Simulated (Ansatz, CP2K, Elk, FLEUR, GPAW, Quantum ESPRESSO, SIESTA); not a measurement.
Code comparison for Sb₂Te₃ (R-3m, 5 atoms in the cell)

Self-consistent single point, at a second geometry (lattice scaled by 0.98). First geometry:

```xyz
5
Lattice="2.1152 1.2212 10.4113 -2.1152 1.2212 10.4113 0.0000 -2.4424 10.4113" Properties=species:S:1:pos:R:3 pbc="T T T"
Sb     0.0000     0.0000    18.8716
Sb     0.0000     0.0000    12.3624
Te     0.0000     0.0000    24.4420
Te     0.0000     0.0000     6.7921
Te     0.0000     0.0000     0.0000
```

Shared settings, as Ansatz (an electronic-structure program) writes them: kpoints.mp_grid.grid = 4 4 4; scf.occupations.method = gaussian; scf.occupations.width = 0.05 eV. Potentials and cutoffs stand in the table.

```csv
code,model,ΔF from the first geometry (meV/atom),pressure (GPa),largest force (eV/Å),gap on the mesh (eV),cutoff
Quantum ESPRESSO,"PBE, PSlibrary ultrasoft (PBE) pseudopotentials",63.0,7.51,0.949,0.265,40 Ry
SIESTA,"GGA PBE, numerical atomic orbitals TZP, PseudoDojo PBE standard norm-conserving potentials (rewritten from UPF to PSML)",73.4,8.61,1.517,0.295,grid 350 Ry
FLEUR,"PBE, all-electron FLAPW (FLEUR), scalar-relativistic valence",64.4,–,0.938,0.269,Kmax 3.9 1/bohr
GPAW,"PBE, GPAW PAW datasets PBE (gpaw-data 1.0.1)",59.2,7.11,0.881,0.260,600 eV
CP2K,"PBE, GPW, DZVP-MOLOPT-SR-GTH basis, GTH-PBE potentials (GTH_POTENTIALS)",76.5,8.76,1.104,0.267,grid 400 Ry
Elk,"PBE, all-electron FP-LAPW, Elk's shipped species files, APW+lo basis with extra local orbitals",60.8,–,0.875,0.261,rgkmax 7.5
Ansatz,"PBE, default PAW files",63.2,7.48,0.920,0.266,420 eV
```

Size of the force on each atom (eV/Å): Sizes of forces hide their directions.

| code | Sb1 | Sb2 | Te3 | Te4 | Te5 |
|---|---|---|---|---|---|
| Quantum ESPRESSO | 0.305 | 0.305 | 0.949 | 0.949 | 0.000 |
| SIESTA | 0.574 | 0.574 | 1.517 | 1.517 | 0.000 |
| FLEUR | 0.274 | 0.274 | 0.938 | 0.938 | 0.000 |
| GPAW | 0.263 | 0.263 | 0.881 | 0.881 | 0.000 |
| CP2K | 0.330 | 0.330 | 1.104 | 1.104 | 0.000 |
| Elk | 0.224 | 0.224 | 0.875 | 0.875 | 0.000 |
| Ansatz | 0.260 | 0.260 | 0.920 | 0.920 | 0.000 |

A dash marks a value that a program does not give, or that is left out as unsure.

Gaps are read on the mesh.

On Ansatz's run: spin-orbit coupling is off.

The spread over the programs that give each value: ΔF from the first geometry within 17.3 meV/atom; pressure within 1.65 GPa; largest force within 0.642 eV/Å; gap on the mesh within 0.035 eV.

SIESTA and CP2K use small atom-centred bases, whose incompleteness enters pressures, forces and empty levels differently from a plane-wave cutoff. FLEUR and Elk treat all electrons, but the usual bases taken here (sphere radii, linearisation, local orbitals, empty states) were not tested for convergence, so the values are no reference for the others. Ansatz's pressure is given at a fixed set of plane waves, as the other plane-wave codes print theirs; with its correction for the finite basis it is 7.51 GPa. In the pressure, SIESTA (by 1.13) and CP2K (by 1.29) lie more than 1 GPa from the median of the plane-wave programs. In the force vectors, SIESTA (by 0.596) and CP2K (by 0.184) lie more than 0.08 eV/Å from the median of the plane-wave programs.

The starting cell comes from a database of computed structures (which also holds hypothetical and non-ambient phases and stackings), without a prior relaxation at this level. Its lattice was rescaled by a random factor within 2.5 % of one. For this run, on top of that: lattice scaled by 0.98.

Keys are those of Ansatz 0.2.
